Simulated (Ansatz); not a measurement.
An Ansatz input and the part of its output that reports the observables at the nuclei.

The cell is a Materials Project structure (computed, not necessarily an observed phase), atoms as given.

```yaml
crystal:
  lattice:
    - [5.21946336, 0.0, 0.0]
    - [0.0, 5.00476369, 0.0]
    - [0.0, 0.0, 5.03268505]
  atoms:
    - { symbol: Hf, position: [0.033006, 0.26747918, 0.24144035] }
    - { symbol: Hf, position: [0.466994, 0.26747918, 0.74144035] }
    - { symbol: Hf, position: [0.533006, 0.73252082, 0.24144035] }
    - { symbol: Hf, position: [0.966994, 0.73252082, 0.74144035] }
    - { symbol: O, position: [0.36787255, 0.0713546, 0.37926726] }
    - { symbol: O, position: [0.13212745, 0.0713546, 0.87926726] }
    - { symbol: O, position: [0.73394852, 0.46011695, 0.49229239] }
    - { symbol: O, position: [0.76605148, 0.46011695, 0.99229239] }
    - { symbol: O, position: [0.26605148, 0.53988305, 0.99229239] }
    - { symbol: O, position: [0.23394852, 0.53988305, 0.49229239] }
    - { symbol: O, position: [0.86787255, 0.9286454, 0.37926726] }
    - { symbol: O, position: [0.63212745, 0.9286454, 0.87926726] }
kpoints:
  mp_grid: { grid: [4, 4, 4] }
scf:
  occupations: { method: fermi_dirac, width: 0.02 }
hamiltonian:
  xc: r2scan
  pseudopotentials: { kind: paw, frozen_core: stored }
output:
  forces: true
  stress: true
  populations: true
  efg: { quadrupole_moments_barn: { Hf: 3.365, O: -0.02558 } }
```

```sh
ansatz run input.yaml --threads 1 --pin off --max-ram 3072MiB --backend cpu --events-out ev --progress --plain --runs-dir out
```

Of the output, the block on the nuclei alone is shown; the set-up, the SCF iterations, energies, forces and stress are cut. One atom of each set with nearly equal values is shown.

```
--- PAW observables at the nuclei: V_zz in 10²¹ V/m², potentials from the cell's mean, atoms counted from 1 ---
  atom   1  Hf V_zz =   +10.798298   η = 0.7532   by run symmetry: allowed   C_q = +878.6072 MHz
            electrostatic potential = -14181.456274 V   contact ρ = none
  atom   5  O  V_zz =    -2.951317   η = 0.6174   by run symmetry: allowed   C_q = +1.8255 MHz
            electrostatic potential = -631.674366 V   contact ρ = none
  atom   7  O  V_zz =    +2.406962   η = 0.2553   by run symmetry: allowed   C_q = -1.4888 MHz
            electrostatic potential = -631.258386 V   contact ρ = none
```

The run took 2.8 min of wall time (2.8 min of CPU time) and 0.72 GiB at its peak, on 1 thread of Arm Neoverse N1 (aarch64; 36 cores open to the job, memory cap 3.0 GiB, no GPU), a shared host with a load of 0.9 a core.

Without spin–orbit coupling the gradients at and beside Hf can be off by some per cent, at some sites by more.
